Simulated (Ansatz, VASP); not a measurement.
One calculation of Cu, two programs

```
CELL_PARAMETERS angstrom
0.00000 1.79537 1.79537
1.79537 0.00000 1.79537
1.79537 1.79537 0.00000
ATOMIC_POSITIONS crystal
Cu 0.00000 0.00000 0.00000
```

Change from the starting cell: volume scaled by 0.98.

Alike in both runs: task single point; functional PBEsol; k mesh 13 × 13 × 13; occupations fermi-dirac, width 0.05 eV; no spin polarisation.

|  | VASP | Ansatz |
| --- | --- | --- |
| version | VASP 6.6.1 | Ansatz 0.2.0 |
| potentials or method | VASP PAW PBE potentials, release 64 (Cu) | Ansatz PAW |
| plane-wave cutoff (eV) | 520 | 420 |
| valence electrons in the cell | 11 | 19 |

Ansatz gave:

| Item | Value |
| --- | --- |
| gap on the k mesh at the Fermi level (eV) | none |
| pressure (GPa) | -3.7 |

Which values does VASP return?

gap on the k mesh at the Fermi level (eV): none; pressure (GPa): -3.0.

A gap of «none» marks a metal or a gap that the smearing closes. The two sets of potentials don't hold the same shells in valence.

Caveats: the PAW data sets were made with another functional, which shifts forces and pressure a little (VASP); the PAW data sets come from PBE, with cores solved anew for the run's functional, which leaves a small shift of forces and pressure (Ansatz).
